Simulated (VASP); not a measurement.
An input for Ansatz (written as the equivalent of a VASP run, and not itself run):

Ansatz 0.2 input:
```yaml
crystal:
  lattice:
    - [0.0000000, 3.0398039, 3.0398039]
    - [3.0398039, 0.0000000, 3.0398039]
    - [3.0398039, 3.0398039, 0.0000000]
  atoms:
    - { symbol: Li, position: [0.0000000, 0.0000000, 0.0000000] }
    - { symbol: I, position: [0.5000000, 0.5000000, 0.5000000] }
kpoints:
  mp_grid: { grid: [6, 6, 6] }
hamiltonian:
  xc: pbe
  pseudopotentials: { kind: paw }
scf:
  occupations: { method: gaussian, width: 0.05 }
  max_iter: 100
output: { forces: true, stress: true, eigenvalues: true }
```

### Question
Translate this input to VASP (INCAR, KPOINTS, POSCAR, choice of POTCAR).

### Answer
This is not unique; one that fits is 
**POSCAR**
```
LiI
1
    0.0000000000     3.0398039185     3.0398039185
    3.0398039185     0.0000000000     3.0398039185
    3.0398039185     3.0398039185     0.0000000000
Li I
1 1
Direct
  0.0000000000   0.0000000000   0.0000000000
  0.5000000000   0.5000000000   0.5000000000
```

**INCAR**
```
# general
SYSTEM  = LiI
PREC    = Accurate
ENCUT   = 520
LREAL   = F
LASPH   = T

# electronic loop
EDIFF   = 1E-6
NELM    = 100
ALGO    = Normal
LMAXMIX = 4

# smearing
ISMEAR  = 0
SIGMA   = 0.05

# functional
GGA     = PE

# output
LWAVE   = T
LCHARG  = F
```

### KPOINTS
```
Regular mesh
0
gamma
  6 6 6
```

POTCAR, in this order: Li_sv I (PBE.64 set). Program: vasp_std.

Limits of the translation: each code has its own PAW files, so the cut-off isn't converted (ENCUT is set for VASP's; basis.ecutwfc is left out, and Ansatz then takes the one that its files recommend); Ansatz stops its SCF on the density residual and VASP on the energy change (EDIFF).

The compound is LiI in the rock salt structure. It was relaxed first.
